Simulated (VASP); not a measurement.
Crystal: BaZrO3.

```
Ba Zr O
1.0
     4.18936    0.00000    0.00000
     0.00000    4.18936    0.00000
     0.00000    0.00000    4.18936
Ba Zr O
1 1 3
Direct
  0.00000 0.00000 0.00000
  0.50000 0.50000 0.50000
  0.50000 0.00000 0.50000
  0.50000 0.50000 0.00000
  0.00000 0.50000 0.50000
```

The cell is a database's computed one.

Base run:

- Program: VASP 6.6.1
- Functional: r2SCAN
- Potentials or basis: VASP PAW PBE potentials, release 64 (Ba_sv, Zr_sv, O)
- Cutoff: 520 eV
- k mesh: 6 × 6 × 6
- Occupations: gaussian, width 0.02 eV
- Spin: no spin polarisation

Its results: band gap on the k mesh 3.71 eV, indirect (least direct gap 3.95 eV); pressure 3.0 GPa.

The run is repeated on the same cell with these changes: functional from r2SCAN to PBEsol. What comes out?

Band gap on the k mesh 3.11 eV, indirect (least direct gap 3.33 eV); pressure 0.1 GPa.

r2SCAN gives the wider gap, since meta-GGAs in the generalised Kohn-Sham scheme recover part of the derivative discontinuity.

Caveats: the PAW data sets were made with another functional, which shifts forces and pressure a little; spin-orbit coupling is left out, which moves the levels of the heavy elements.

Not every run made on this cell is shown here.
